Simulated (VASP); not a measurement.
A run of VASP 6.6.1:

INCAR

```
PREC = Accurate
ENCUT = 520
EDIFF = 1E-7
ISMEAR = 0
SIGMA = 0.02
LREAL = F
LASPH = T
NELM = 60
ALGO = Normal
ISIF = 3
LWAVE = F
LCHARG = F
METAGGA = R2SCAN
LMIXTAU = T
IBRION = 2
NSW = 80
EDIFFG = -0.002
```

File KPOINTS:

```
regular mesh
0
Gamma
  15 15 6
```

POSCAR

```
C                                       
1.0
    2.4580006686      0.0000000000      0.0000000000
   -1.2290003343      2.1286910199     -0.0000000000
   -0.0000000000     -0.0000000000      7.0094039688
  C             
     4
Direct
     0.0000000000000000    0.0000000000000000    0.7500000000000000
     0.0000000000000000    0.0000000000000000    0.2500000000000000
     0.3333333300000021    0.6666666699999979    0.7500000000000000
     0.6666666699999979    0.3333333300000021    0.2500000000000000
```

Potentials or basis: VASP PAW PBE potentials, release 64 (C).

The run is started by

```bash
$ cat potpaw_PBE.64/C/POTCAR > POTCAR
$ mpirun -np 1 vasp_std > vasp.out
```

Hardware: 1 thread of Intel(R) Xeon(R) 6975P-C (Granite Rapids) (shared host).

Task: Estimate the wall time of this run.

Result: Wall time 3.3 min on 1 thread of Intel(R) Xeon(R) 6975P-C (Granite Rapids), on a shared host, peak memory 0.16 GiB. Counts: scf iterations 35, k points 108, ion steps 3.
